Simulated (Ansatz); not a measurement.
# Rb (simple hexagonal type): the cost of one run

Program: Ansatz 0.2.0. Level of theory: DFT PBE, with the methods named in each step. These are calculated values, not measurements.

## Step 1: The system as given

It takes space group P6/mmm (No. 191, hexagonal). Conventional cell: a = 4.885 Å, b = 4.885 Å, c = 4.592 Å, α = 90.00°, β = 90.00°, γ = 120.00°.

Coordinates:

```xyz
1
Lattice="4.8847 0.0000 0.0000 -2.4423 4.2303 0.0000 0.0000 0.0000 4.5916" Properties=species:S:1:pos:R:3 pbc="T T T"
Rb    0.0000    0.0000    0.0000
```

Whether this phase is the stable one at these pressures isn't tested.

## Step 2: Cell relaxed at zero pressure, PAW

input.yaml

```yaml
crystal:
  lattice:
    - [4.8846778052, 0.0, 0.0]
    - [-2.4423389026, 4.2302550686, 0.0]
    - [0.0, 0.0, 4.5915971368]
  atoms:
    - { symbol: Rb, position: [0.0, 0.0, 0.0] }
kpoints:
  mp_grid: { grid: [9, 9, 8] }
scf:
  occupations: { method: fermi_dirac, width: 0.05 }
hamiltonian:
  xc: pbe
  pseudopotentials: { kind: paw }
output:
  forces: true
  stress: true
relax:
  f_tol: 0.005
  max_steps: 40
  cell: {}
```

On the command line:

```console
$ ansatz run input.yaml --threads 1 --pin off --max-ram 2048MiB --backend cpu --events-out ev --progress --plain --runs-dir out
```

Q: Estimate wall time and peak memory on 1 thread of Arm Neoverse V1, shared host.

About 4.8 s, with a peak of 0.34 GiB.
